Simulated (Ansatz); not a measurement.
# PtSe2 monolayer (1T): modes against uniaxial strain along a, the zigzag direction, with the width clamped, part 2 of 2

Aim: how do the optical modes of PtSe2 monolayer (1T) shift and split under this strain?

Ansatz 0.2.0; DFT PBE, scalar-relativistic, plane waves, PAW; PAW set soft_1.

So far, highest optical mode at the zone centre (no LO-TO term) (cm⁻¹): step 5 (zone-centre response at rest) 222; step 7 (strain 5 %) 219.

## Step 8: A member of the series: uniaxial strain of -3 % along a, the zigzag direction, with the width clamped

The cell takes a uniaxial strain of -3 % along a, the zigzag direction, with the width clamped. The cell is held, and the atoms relax in it.

input.yaml

```yaml
crystal:
  lattice:
    - [3.6357108129, 0.0, 0.0]
    - [-1.8178554064, 3.2459978606, 0.0]
    - [0.0, 0.0, 29.9272]
  atoms:
    - { symbol: Pt, position: [0.0, 0.0, 0.3341441899] }
    - { symbol: Se, position: [0.3311323909, 0.6622647817, 0.378554447] }
    - { symbol: Se, position: [0.6688676091, 0.3377352183, 0.2897339328] }
  periodic: [true, true, false]
kpoints:
  mp_grid: { grid: [9, 9, 1] }
hamiltonian:
  xc: pbe
  pseudopotentials: { kind: paw, azcp: { folder: soft_1 } }
scf:
  occupations: { method: gaussian, width: 0.02 }
output:
  forces: true
  stress: true
  eigenvalues: true
relax:
  adjacent_minimum: "off"
  f_tol: 0.001
  max_steps: 60
```

On the command line:

```console
> ansatz run input.yaml --threads 4 --pin off --max-ram 16384MiB --backend cpu --events-out ev --progress --plain --runs-dir out
```

The job ended after 17 s (4 threads of Arm Neoverse V2, shared host; peak memory 0.75 GiB; 63 s of CPU time).

Step by step:

```csv
step,energy less that of the first step (eV),largest force component (eV/Å)
1,0.0000,0.1282
2,-0.0007,0.1174
3,-0.0019,0.0081
4,-0.0019,0.0002
5,-0.0019,0.0002
```

Forces are held to the 4 operations that the run works with; a distortion that breaks them can't arise in this run.

The atoms that moved most (Å):

```csv
atom,dx,dy,dz,length
Se3,0.000,0.008,-0.011,0.013
Se2,0.000,-0.008,0.011,0.013
```

Final coordinates:

```
Pt Se
1.0
     3.63571    0.00000    0.00000
    -1.81786    3.24600    0.00000
     0.00000    0.00000   29.92720
Pt Se
1 2
Cartesian
  0.0000 0.0000 10.0000
  0.0000 2.1420 11.3399
  1.8179 1.1040 8.6601
```

Numbers from this step:

```yaml
gap_on_the_k_mesh: 1.188 eV
area_per_atom: 3.934 Å²
```

The largest force component left is 0.19 meV/Å.

## Step 9: Zone-centre modes of the member: uniaxial strain of -3 % along a, the zigzag direction, with the width clamped

The zone-centre modes follow for uniaxial strain of -3 % along a, the zigzag direction, with the width clamped.

input.yaml, the sections that differ from step 8:

```yaml
crystal:
  lattice:
    - [3.6357108129, 0.0, 0.0]
    - [-1.8178554064, 3.2459978606, 0.0]
    - [0.0, 0.0, 29.9272]
  atoms:
    - { symbol: Pt, position: [0.0, 0.0, 0.3341441899] }
    - { symbol: Se, position: [0.329937302, 0.659874604, 0.3789153276] }
    - { symbol: Se, position: [0.670062698, 0.340125396, 0.2893730522] }
  periodic: [true, true, false]
scf:
  occupations: { method: fixed }
output:
  eigenvalues: true
phonons:
  method: dfpt
# kpoints, hamiltonian: as in step 8
# relax: removed
```

The job ended after 68 s (4 threads; peak memory 1.3 GiB).

This step gave:

```yaml
sum_rule_residual_before_enforcement: 1.62e-4 eV/Å²
highest_optical_mode_at_the_zone_centre_no_lo_to_term: 223.9 cm⁻¹
lowest_optical_zone_centre_mode: 170.2 cm⁻¹
```

Without the LO-TO term. Patterns of degenerate modes are one choice out of their space. Modes at Γ, with each element's share of the kinetic energy:

```csv
mode,frequency (cm⁻¹),symmetry,Pt %,Se %
1,0.0,acoustic,55,45
2,0.0,acoustic,55,45
3,0.0,acoustic,55,45
4,170.2,Ag,0,100
5,172.8,Bg,0,100
6,200.0,Ag,0,100
7,218.1,Bu,45,55
8,223.4,Au,45,55
9,223.9,Bu,45,55
```

The lowest optical mode is real, 170 cm⁻¹, and the highest lies at 223.9 cm⁻¹.

## Step 10: The series together

The members are set side by side, also those not shown above.

Energies are extrapolated to zero smearing, and E0 is that at rest; the cell is clamped and the atoms are relaxed. State of the crystal along the series:

```csv
strain (%),E - E0 (meV/atom),gap on mesh (eV)
-3,8.346,1.188
-2,3.697,1.261
-1,0.9236,1.328
0,0,1.39
1,0.9052,1.369
2,3.608,1.346
3,8.069,1.287
4,14.25,1.214
5,22.11,1.142
```

Optical modes are counted from below at rest and tracked from member to member by their patterns, and modes that stay within 0.3 cm⁻¹ of each other stand once; labels, where given, are those at rest, then, where named, those of the strained cell; the cell is clamped and the atoms are relaxed. Optical modes along the series:

```csv
strain (%),optical mode 1 Eg to Bg single part (cm⁻¹),optical mode 2 Eg to Ag single part (cm⁻¹),optical mode 3 A1g to Ag (cm⁻¹),optical mode 4 Eu to Au single part (cm⁻¹),optical mode 5 Eu to Bu single part (cm⁻¹),optical mode 6 A2u to Bu (cm⁻¹)
-3,172.8,170.2,200,223.4,218.1,223.9
-2,172.2,170.2,199,220.6,216.9,223.5
-1,171.3,170.2,197.9,217.5,215.5,223
0,170.2,170.2,196.8,214,214,222.4
1,168.8,170.2,195.6,210.3,212.3,221.8
2,167.2,170.3,194.4,206.2,210.4,221.1
3,165.2,170.4,193.1,201.9,208.4,220.3
4,163.1,170.5,191.8,197.4,206,219.6
5,160.6,170.6,190.4,192.7,203.5,218.8
```

Value and slope at zero strain of a cubic (a lower polynomial where under five rows exist) through the rows within 2 % of rest. Slopes at rest:

```csv
mode,frequency (cm⁻¹),shift per percent of strain (cm⁻¹)
optical mode 1 Eg to Bg single part,170.2,-1.27
optical mode 2 Eg to Ag single part,170.2,0.03
optical mode 3 A1g to Ag,196.8,-1.16
optical mode 4 Eu to Au single part,214,-3.6
optical mode 5 Eu to Bu single part,214,-1.59
optical mode 6 A2u to Bu,222.4,-0.62
```

## Step 11: Results

```json
{
  "members": "9",
  "highest optical mode at the zone centre (no LO-TO term), at rest": "222.4 cm⁻¹",
  "optical mode 3 A1g to Ag, shift per percent": "-1.16 cm⁻¹",
  "optical mode 4 Eu to Au single part, shift per percent": "-3.60 cm⁻¹",
  "optical mode 5 Eu to Bu single part, shift per percent": "-1.59 cm⁻¹",
  "optical mode 6 A2u to Bu, shift per percent": "-0.62 cm⁻¹"
}
```

In words: The strain lowers the symmetry: the level at 214.0 cm⁻¹ splits, into 192.7 and 203.5 cm⁻¹ at +5 %. The fastest shift in the table of slopes is -3.6 cm⁻¹ for each percent (optical mode 4 Eu to Au single part). The width is clamped, so the contraction across the strain that a free sheet shows is left out. These are harmonic frequencies at zero temperature: anharmonic shifts, linewidths and thermal expansion are left out. Spin-orbit coupling is left out, which can matter for the heavy elements here. The starting cell was built on a prototype and not taken from a measurement. Only the zone centre was solved, so an instability at another wavevector cannot show here. In a sheet the LO-TO splitting vanishes at the zone centre, so no such term is missing here. The program warns in at least one run that the printed band levels were not confirmed.

[Logs are printed without paths, hosts, clocks, repeated set-up lines and the standing remarks that a program may print on its own settings, such as how far it seeks lower states.]

[Hosts, paths, dates, database ids (printed as entryN), source tags and the programs' standing remarks are cut or masked in the printed files.]
